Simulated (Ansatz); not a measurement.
# Is this GaP₂ stable against decomposition?

Method: DFT PBE, scalar-relativistic, plane waves, PAW (Ansatz). Settings: cutoff 420 eV, Γ-centred meshes spaced at most about 0.3 Å⁻¹, and about 0.25 Å⁻¹ or finer for metals (2π included), Gaussian smearing. No spin polarisation.

The zero of energy is the elements' standard structures at the same level; no fitted shifts are applied. The references include black phosphorus.

These are static total energies at zero pressure. The reference form of P is held partly by dispersion forces, which this level lacks.

The competitors are the elements and 1 reference phase of this chemical system (from databases or known types: GaP), relaxed at the same level; other known phases may be missing.

The candidate was reached from: EuIn2 type (P6_3/mmc).

```
Ga P
1.0
     3.43431    0.00000    0.00000
    -1.71716    2.97420    0.00000
     0.00000    0.00000    9.84988
Ga P
2 4
Direct
  0.00000 0.00000 0.25000
  0.00000 0.00000 0.75000
  0.33333 0.66667 0.43347
  0.66667 0.33333 0.93347
  0.33333 0.66667 0.06653
  0.66667 0.33333 0.56653
```

Task: Where does it stand against these competitors?

Result: Not stable. Its formation energy is 0.082 eV/atom. The lowest competing mixture at this composition is this:

| phase | space group | source | share of atoms | ΔE_f (eV/atom) |
| --- | --- | --- | --- | --- |
| P | - | element | 0.3333 | -0.0005 |
| GaP | F-43m (No. 216) | Materials Project | 0.6667 | -0.432 |

The lowest database cell of P (-0.0005) lies slightly below the reference, hence the non-zero entry.

The mixture lies at -0.288 eV/atom, and the candidate lies 0.37 eV/atom above it. The candidate matches no cell in the subsets of the Crystallography Open Database and the Materials Project at hand. The margin is far too high for a likely synthesis. It holds P–P nets (shortest 2.38 Å).
